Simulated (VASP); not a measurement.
Here is a VASP 6.6.1 calculation.

File INCAR:

```
SYSTEM = K
PREC = Accurate
ENCUT = 600
EDIFF = 1E-7
ISMEAR = 0
SIGMA = 0.1
LREAL = .False.
LASPH = .True.
NELM = 100
ALGO = Normal
ISIF = 3
LWAVE = .False.
LCHARG = .False.
GGA = PE
IBRION = 2
NSW = 90
EDIFFG = -0.005
```

KPOINTS

```
Automatic mesh
0
Gamma
  12 12 12
  0 0 0
```

The input POSCAR:

```
K
1.0
   -2.6180000000      2.6180000000      2.6180000000
    2.6180000000     -2.6180000000      2.6180000000
    2.6180000000      2.6180000000     -2.6180000000
K
1
Direct
    0.0000000000      0.0000000000      0.0000000000
```

Potentials or basis: VASP PAW PBE potentials, release 64 (K_sv).

Run with:

```console
$ cat potpaw_PBE.64/K_sv/POTCAR > POTCAR
$ mpirun -np 1 vasp_std > vasp.out
```

(1) Estimate the space group after relaxing (to 0.05 Å).

(2) Predict the relaxed cell.

(3) Predict the relaxed volume.

Answers

(1) Im-3m (No. 229).

(2) a = 4.575 Å, b = 4.575 Å, c = 4.575 Å, α = 109.47°, β = 109.47°, γ = 109.47°.

(3) 73.70 Å³/atom.
